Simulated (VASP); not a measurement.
# Sb: kinetic-energy density

Sb, R-3m (no. 166), 2 atoms in the cell. PBE; PAW potentials Sb (PBE set).

## Input

INCAR:
```
SYSTEM = Sb
  PREC = Accurate
  ENCUT = 520
  EDIFF = 1E-7
  ISMEAR = 0
  SIGMA = 0.02
  LREAL = .FALSE.
  LASPH = .TRUE.
  ALGO = Normal
  NELM = 100
  ISIF = 2
  LWAVE = .FALSE.
  LCHARG = .TRUE.
  LTAU = .TRUE.
```

KPOINTS:
```
k-points
0
Gamma
  6 6 6
```

POSCAR:
```
Sb
1.0
    2.1542000000      1.2437279499      3.7580000000
   -2.1542000000      1.2437279499      3.7580000000
    0.0000000000     -2.4874558998      3.7580000000
Sb
2
Direct
    0.7665100000      0.7665100000      0.7665100000
    0.2334900000      0.2334900000      0.2334900000
```

Commands:
```
cat potpaw_PBE.64/Sb/POTCAR > POTCAR
mpirun -np 1 vasp_std > vasp.out
```

## Result

- Kinetic energy of the pseudo orbitals (eV): 101.69

VASP 6.6.1 took 13 s on 1 core (Intel Xeon Platinum 8488C (Sapphire Rapids)), a shared host.
